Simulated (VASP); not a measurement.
The system is CuO.

```
Cu O
1.0
     2.34185   -1.71130    0.00000
     2.34185    1.71130    0.00000
    -0.85003    0.00000    5.05787
Cu O
2 2
Direct
  0.00000 0.50000 0.00000
  0.50000 0.00000 0.50000
  0.58160 0.41840 0.25000
  0.41840 0.58160 0.75000
```

```yaml
Program: VASP 6.6.1
Task: relaxation of cell and atoms
Functional: PBEsol
Potentials_or_basis: VASP PAW PBE potentials, release 64 (Cu, O)
Cutoff: 600 eV
k_mesh: 14 × 14 × 8
Occupations: methfessel-paxton, width 0.1 eV
Spin: no spin polarisation
```

At the start: pressure -2.2 GPa; volume 10.13 Å³/atom.

**Question.** Where does the relaxation end?

**Answer.** Over 30 steps the energy falls by 31.3 meV/atom and the volume is 10.67 Å³/atom (+5.3 %); space group Cccm (No. 66, to 0.05 Å).

Step by step:
| step | energy change (eV) | largest force (eV/Å) | pressure (GPa) | volume (Å³) |
| --- | --- | --- | --- | --- |
| 1 | 0.0000 | 0.3259 | -2.21 | 40.54 |
| 2 | -0.0122 | 0.1616 | 2.48 | 39.72 |
| 3 | -0.0124 | 0.1838 | 1.79 | 39.83 |
| 4 | -0.0230 | 0.1106 | 1.30 | 40.11 |
| 5 | -0.0328 | 0.0821 | 0.36 | 40.77 |
| 6 | -0.0419 | 0.0588 | -0.24 | 41.06 |
| 7 | -0.0627 | 0.0015 | -1.78 | 41.93 |
| 8 | -0.0760 | 0.0555 | -4.59 | 43.55 |
| 9 | -0.0758 | 0.0385 | -3.62 | 43.01 |
| 10 | -0.0862 | 0.0338 | -2.72 | 42.89 |
| 11 | -0.1007 | 0.0322 | -0.56 | 42.60 |
| 12 | -0.0943 | 0.0638 | 4.05 | 41.94 |
| 13 | -0.1039 | 0.0343 | 1.30 | 42.36 |
| 14 | -0.1097 | 0.0520 | 0.75 | 42.50 |
| 15 | -0.1175 | 0.0905 | -0.79 | 42.89 |
| 16 | -0.1194 | 0.0611 | -0.13 | 42.69 |
| 17 | -0.1199 | 0.0452 | 0.24 | 42.59 |
| 18 | -0.1199 | 0.0374 | 0.45 | 42.53 |
| 19 | -0.1205 | 0.0236 | -0.08 | 42.62 |
| 20 | -0.1205 | 0.0162 | -0.22 | 42.67 |
| 21 | -0.1211 | 0.0123 | -0.24 | 42.64 |
| 22 | -0.1224 | 0.0015 | 0.22 | 42.57 |
| 23 | -0.1230 | 0.0230 | 0.73 | 42.41 |
| 24 | -0.1234 | 0.0207 | 0.43 | 42.46 |
| 25 | -0.1241 | 0.0123 | 0.08 | 42.59 |
| 26 | -0.1233 | 0.0001 | -1.05 | 42.86 |
| 27 | -0.1241 | 0.0081 | -0.21 | 42.66 |
| 28 | -0.1245 | 0.0039 | -0.14 | 42.65 |
| 29 | -0.1250 | 0.0083 | 0.29 | 42.62 |
| 30 | -0.1251 | 0.0052 | -0.03 | 42.69 |

Final structure:
```
CELL_PARAMETERS angstrom
2.09184 -1.99115 0.16250
2.09184 1.99115 0.16250
-0.39046 0.00000 5.09405
ATOMIC_POSITIONS crystal
Cu 0.00000 0.50000 0.00000
Cu 0.50000 0.00000 0.50000
O 0.49990 0.50010 0.25000
O 0.50010 0.49990 0.75000
```

Caveat: the PAW data sets were made with another functional, which shifts forces and pressure a little; the run has no spin polarisation, though such a crystal can be magnetic.
